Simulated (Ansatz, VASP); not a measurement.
# Zn: VASP beside Ansatz

POSCAR

```
Zn
1.0
   -1.5585062330      1.5585062330      1.5585062330
    1.5585062330     -1.5585062330      1.5585062330
    1.5585062330      1.5585062330     -1.5585062330
Zn
1
Direct
    0.0000000000      0.0000000000      0.0000000000
```

Contents of INCAR.step1:

```
ALGO = Normal
EDIFF = 1E-4
ENCUT = 520
GGA = PE
ISMEAR = -1
LASPH = T
LCHARG = F
LREAL = F
LWAVE = T
NBANDS = 12
NELM = 80
PREC = Accurate
SIGMA = 0.05
```

Contents of INCAR.step2:

```
ALGO = Normal
EDIFF = 1E-6
ENCUT = 520
ISIF = 2
ISMEAR = -1
ISTART = 1
LASPH = T
LCHARG = F
LMIXTAU = T
LREAL = F
LWAVE = F
METAGGA = R2SCAN
NBANDS = 12
NELM = 80
PREC = Accurate
SIGMA = 0.05
```

File KPOINTS:

```
k-points
0
Gamma
  12 12 12
```

input.yaml

```yaml
crystal:
  lattice:
    - [-1.558506233, 1.558506233, 1.558506233]
    - [1.558506233, -1.558506233, 1.558506233]
    - [1.558506233, 1.558506233, -1.558506233]
  atoms:
    - { symbol: Zn, position: [0.0, 0.0, 0.0] }
hamiltonian:
  xc: r2scan
  pseudopotentials: { kind: paw }
kpoints:
  mp_grid: { grid: [12, 12, 12] }
scf:
  occupations: { method: fermi_dirac, width: 0.05 }
output:
  forces: true
  stress: true
  eigenvalues: true
  write_density: true
  write_potential: true
  elf: true
  volumetric_format: npy
```

This isn't the form of Zn at room conditions, which is hcp.

Alike in both runs: task single point; functional r2SCAN; k mesh 12 × 12 × 12; occupations fermi-dirac, width 0.05 eV; no spin polarisation.

```csv
,VASP,Ansatz
version,VASP 6.6.1,Ansatz 0.2.0
potentials or method,"VASP PAW PBE potentials, release 64 (Zn)",Ansatz PAW
plane-wave cutoff (eV),520,500
valence electrons in the cell,12,12
```

```csv
,VASP,Ansatz,Ansatz less VASP
gap on the k mesh at the Fermi level (eV),none,none,-
pressure (GPa),-3.5,-3.9,-0.47
```

A gap of «none» marks a metal or a gap that the smearing closes.

Caveats: the PAW data sets were made with another functional, which shifts forces and pressure a little (VASP); the PAW data sets come from PBE, with cores solved anew for the run's functional, which leaves a small shift of forces and pressure (Ansatz).
